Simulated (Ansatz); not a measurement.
**An O vacancy in rutile SnO2, 71 atoms, charge +2**

These are results of DFT, PBEsol, PAW, plane waves in Ansatz 0.2.0, not measurements.

Command:

```sh
ansatz run in.yaml --threads 8 --pin off --max-ram 118750MiB --runs-dir r --events-out ev --progress --plain --backend cuda --devices 0,
```

The input less its lattice and atoms:

```yaml
crystal:
  symmetry: { detect: false }
kpoints:
  mp_grid: { grid: [1, 1, 1], shift: [0.25, 0.25, 0.25] }
hamiltonian:
  xc: pbesol
total_charge: 2
scf:
  occupations: { method: fermi_dirac, width: 0.01 }
relax:
  f_tol: 0.03
  max_steps: 80
  escape_saddle: false
  adjacent_minimum: "off"
output:
  forces: true
  eigenvalues: true
  populations: true
  charged_corrections: { epsilon: 12 }
```

Start:

```
Sn O
1.0
     9.53809    0.00000    0.00000
     0.00000    9.53809    0.00000
     0.00000    0.00000    9.63630
Sn O
24 47
Direct
  0.99920 0.00154 0.00087
  0.99475 0.99631 0.33313
  0.00005 0.00066 0.66952
  0.99948 0.49784 0.99924
  0.99739 0.49741 0.33207
  0.99662 0.49875 0.67102
  0.50165 0.00180 0.00006
  0.49549 0.99421 0.33445
  0.50172 0.00159 0.66839
  0.49696 0.50192 0.00316
  0.50388 0.50236 0.33218
  0.49989 0.49771 0.66571
  0.24764 0.24692 0.16519
  0.24808 0.25007 0.49753
  0.24936 0.25357 0.83372
  0.24688 0.74701 0.16750
  0.24623 0.75308 0.49726
  0.24829 0.74717 0.83213
  0.75055 0.24984 0.16600
  0.75064 0.25028 0.50175
  0.74950 0.25062 0.82996
  0.75004 0.75031 0.16744
  0.75053 0.75197 0.50068
  0.74966 0.75090 0.83355
  0.15310 0.15210 0.00121
  0.15451 0.15510 0.33195
  0.15527 0.15549 0.66620
  0.15497 0.65355 0.00183
  0.15388 0.65661 0.33735
  0.15474 0.65508 0.66467
  0.65422 0.15237 0.00243
  0.65461 0.15331 0.33443
  0.65380 0.15364 0.66633
  0.65306 0.65188 0.99785
  0.65467 0.65391 0.33649
  0.65426 0.65448 0.66570
  0.34458 0.34764 0.00133
  0.34659 0.34737 0.33382
  0.34624 0.34590 0.66552
  0.34734 0.84895 0.00089
  0.34711 0.84818 0.32941
  0.34453 0.84874 0.66744
  0.84859 0.34483 0.00035
  0.85023 0.34348 0.33418
  0.84887 0.34471 0.66758
  0.84749 0.84616 0.99651
  0.84414 0.84580 0.33472
  0.84756 0.84611 0.66938
  0.09447 0.40026 0.16906
  0.09585 0.40199 0.50102
  0.09769 0.39802 0.83030
  0.09474 0.90282 0.16761
  0.09771 0.90386 0.49816
  0.09643 0.90628 0.83152
  0.59652 0.40219 0.17058
  0.59386 0.40204 0.83193
  0.59938 0.90382 0.16683
  0.59950 0.90652 0.49748
  0.59797 0.90522 0.83161
  0.40415 0.09781 0.16597
  0.40100 0.09818 0.50072
  0.40260 0.09450 0.83450
  0.40130 0.59695 0.16223
  0.40182 0.59763 0.50055
  0.40476 0.59982 0.83449
  0.90463 0.10356 0.16667
  0.90494 0.09899 0.49914
  0.90431 0.09756 0.83359
  0.90699 0.59994 0.16712
  0.89873 0.59820 0.50160
  0.90381 0.59681 0.83465
```

Steps:

```tsv
step	energy less the first (eV)	largest force component (eV/Å)
start	0.000	2.502
1	-1.926	0.731
2	-2.214	0.924
3	-2.244	0.712
4	-2.270	0.029
5	-2.270	0.027
```

End:

```
Sn O
1.0
     9.53809    0.00000    0.00000
     0.00000    9.53809    0.00000
     0.00000    0.00000    9.63630
Sn O
24 47
Direct
  0.99445 0.00561 0.00012
  0.00435 0.99566 0.33144
  0.00437 0.99571 0.66878
  0.00038 0.49904 0.00009
  0.00052 0.50082 0.33397
  0.00057 0.50089 0.66626
  0.50099 0.99965 0.00011
  0.49917 0.99945 0.33396
  0.49918 0.99948 0.66621
  0.50219 0.49788 0.00012
  0.48663 0.51335 0.31887
  0.48673 0.51342 0.68135
  0.25053 0.24886 0.16633
  0.24960 0.24887 0.50011
  0.25058 0.24890 0.83387
  0.24585 0.75417 0.16458
  0.25025 0.74978 0.50009
  0.24587 0.75418 0.83565
  0.74808 0.25190 0.16787
  0.76670 0.23333 0.50011
  0.74813 0.25197 0.83230
  0.75117 0.74950 0.16636
  0.75119 0.75043 0.50011
  0.75118 0.74955 0.83388
  0.15169 0.15372 0.00007
  0.15466 0.15313 0.33308
  0.15469 0.15313 0.66712
  0.14912 0.65540 0.00011
  0.15958 0.64903 0.33354
  0.15955 0.64915 0.66666
  0.65153 0.15620 0.00005
  0.64712 0.16220 0.33937
  0.64702 0.16233 0.66084
  0.65355 0.65250 0.00009
  0.65327 0.64596 0.33609
  0.65331 0.64605 0.66414
  0.34753 0.34658 0.00013
  0.35392 0.34685 0.33609
  0.35407 0.34681 0.66413
  0.34459 0.85098 0.00012
  0.35087 0.84057 0.33354
  0.35095 0.84047 0.66666
  0.84380 0.34856 0.00011
  0.83762 0.35306 0.33936
  0.83778 0.35304 0.66082
  0.84628 0.84841 0.00014
  0.84689 0.84541 0.33311
  0.84689 0.84545 0.66712
  0.09609 0.40127 0.16842
  0.09548 0.40059 0.50012
  0.09622 0.40133 0.83179
  0.09498 0.90504 0.16411
  0.09921 0.90082 0.50011
  0.09499 0.90506 0.83610
  0.59441 0.40558 0.16940
  0.59446 0.40562 0.83084
  0.59870 0.90383 0.16840
  0.59945 0.90454 0.50008
  0.59874 0.90394 0.83178
  0.40425 0.09679 0.16764
  0.40029 0.09382 0.50009
  0.40420 0.09670 0.83257
  0.39817 0.60196 0.15652
  0.41252 0.58762 0.50011
  0.39817 0.60196 0.84369
  0.90092 0.09916 0.17107
  0.91181 0.08836 0.50010
  0.90096 0.09919 0.82915
  0.90340 0.59591 0.16762
  0.90633 0.59982 0.50011
  0.90333 0.59590 0.83257
```

Self-consistency was reached.

Time: 6.6 s of wall time on one NVIDIA GB300 with 8 processor threads, on a host shared with other runs; peak host memory 1.9 GiB.

Task: How much energy did the relaxation gain, and which atom moved most?

Result: 2.27 eV in 5 steps, from a start with small random displacements; atom 12 (Sn) moved 0.25 Å, the median atom 0.05 Å (drift of the whole cell removed).
